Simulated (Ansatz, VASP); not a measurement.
## HgTe in VASP and in Ansatz

The input POSCAR:

```
HgTe
1.0
    0.0000000000      3.0204014056      3.0204014056
    3.0204014056      0.0000000000      3.0204014056
    3.0204014056      3.0204014056      0.0000000000
Hg Te
1 1
Direct
    0.0000000000      0.0000000000      0.0000000000
    0.5000000000      0.5000000000      0.5000000000
```

The input INCAR.step1:

```
SYSTEM = HgTe
ALGO = Normal
EDIFF = 1E-5
ENCUT = 520
GGA = PE
ISIF = 2
ISMEAR = -1
LASPH = .TRUE.
LCHARG = .FALSE.
LREAL = .FALSE.
LWAVE = .TRUE.
NBANDS = 16
NELM = 100
PREC = Accurate
SIGMA = 0.02
```

Contents of INCAR.step2:

```
SYSTEM = HgTe
ALGO = Normal
EDIFF = 1E-6
ENCUT = 520
GGA = PE
HFSCREEN = 0.2079
ISIF = 2
ISMEAR = -1
ISTART = 1
LASPH = .TRUE.
LCHARG = .FALSE.
LHFCALC = .TRUE.
LREAL = .FALSE.
LWAVE = .FALSE.
NBANDS = 16
NELM = 100
PREC = Accurate
PRECFOCK = Normal
SIGMA = 0.02
```

KPOINTS

```
k-points
0
G
  4 4 4
  0 0 0
```

Input for Ansatz:

```yaml
crystal:
  lattice:
    - [0.0, 3.0204014056, 3.0204014056]
    - [3.0204014056, 0.0, 3.0204014056]
    - [3.0204014056, 3.0204014056, 0.0]
  atoms:
    - { symbol: Hg, position: [0.0, 0.0, 0.0] }
    - { symbol: Te, position: [0.5, 0.5, 0.5] }
kpoints:
  mp_grid: { grid: [4, 4, 4] }
hamiltonian:
  xc: hse06
scf:
  occupations: { method: fermi_dirac, width: 0.02 }
  n_extra_bands: 4
output:
  forces: true
  stress: true
  eigenvalues: true
```

Measurements of this composition are mostly on another form, of space group No. 216.

Alike in both runs: task single point; functional HSE06; k mesh 4 × 4 × 4; occupations fermi-dirac, width 0.02 eV; no spin polarisation.

|  | VASP | Ansatz |
| --- | --- | --- |
| version | VASP 6.6.1 | Ansatz 0.2.0 |
| potentials or method | VASP PAW PBE potentials, release 64 (Hg, Te) | plane waves, PAW |
| plane-wave cutoff (eV) | 520 | 420 |
| valence electrons in the cell | 18 | 36 |

```tsv
	VASP	Ansatz	Ansatz less VASP
pressure (GPa)	2.3	2.4	+0.05
```

The two sets of potentials don't hold the same shells in valence. Ansatz warned: «filled_band_counts_differ_across_k_points».

Caveats: the k mesh is coarse (spacing up to 0.45 Å⁻¹), so the values aren't converged, least of all with exact exchange; the PAW data sets were made with another functional, which shifts forces and pressure a little (VASP). Spin-orbit coupling is left out, which matters for the levels of Hg, Te.
